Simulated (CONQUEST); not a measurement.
TiB:

```
CELL_PARAMETERS angstrom
3.06000 0.00000 0.00000
0.00000 4.56000 0.00000
0.00000 0.00000 6.12000
ATOMIC_POSITIONS crystal
Ti 0.25000 0.37700 0.67700
Ti 0.75000 0.62300 0.32300
Ti 0.75000 0.87700 0.82300
Ti 0.25000 0.12300 0.17700
B 0.25000 0.89700 0.52900
B 0.75000 0.10300 0.47100
B 0.75000 0.39700 0.97100
B 0.25000 0.60300 0.02900
```

```yaml
Program: CONQUEST 1.3
Task: single point
Functional: PBEsol
Potentials_or_basis: PseudoDojo NC PBEsol, DZP, grid cutoff 150 Ha
k_mesh: 9 × 6 × 5
Occupations: fermi-dirac, width 0.05 eV
Spin: no spin polarisation
```

On this cell: pressure -4.2 GPa; largest force 0.245 eV/Å; band gap on the k mesh none (metal or under the smearing width).

The same run follows on a disturbed copy (atoms moved at random, drawn with an rms of 0.05 Å):

```
Ti B
1.0
     3.06000    0.00000    0.00000
     0.00000    4.56000    0.00000
     0.00000    0.00000    6.12000
Ti B
4 4
Cartesian
  0.8064 1.7192 4.1685
  2.2983 2.8137 1.9968
  2.3124 4.0106 5.0146
  0.7459 0.5913 1.0495
  0.7260 4.1034 3.2330
  2.3176 0.4465 2.9121
  2.3119 1.8272 5.8960
  0.7518 2.7243 0.1931
```

**Question.** What does the disturbed cell give?

**Answer.** The energy (extrapolated to zero smearing) moves by +12.2 meV/atom; pressure -3.5 GPa; largest force 0.949 eV/Å; band gap on the k mesh none (metal or under the smearing width).

Forces in eV/Å, atoms in the order of the input:
```
Ti  -0.467 -0.012 -0.414
Ti  -0.094  0.326 -0.353
Ti  -0.261 -0.220  0.349
Ti   0.351 -0.639  0.608
B    0.943 -0.031  0.074
B   -0.605  0.148 -0.605
B   -0.235  0.090  0.485
B    0.357  0.327 -0.145
```

Stress tensor (GPa, compression positive):
```
-3.99 -0.59  0.38
-0.59 -2.34 -0.44
 0.38 -0.44 -4.25
```

Caveats: the basis of atomic orbitals isn't converged, which shifts pressures, moduli and gaps.
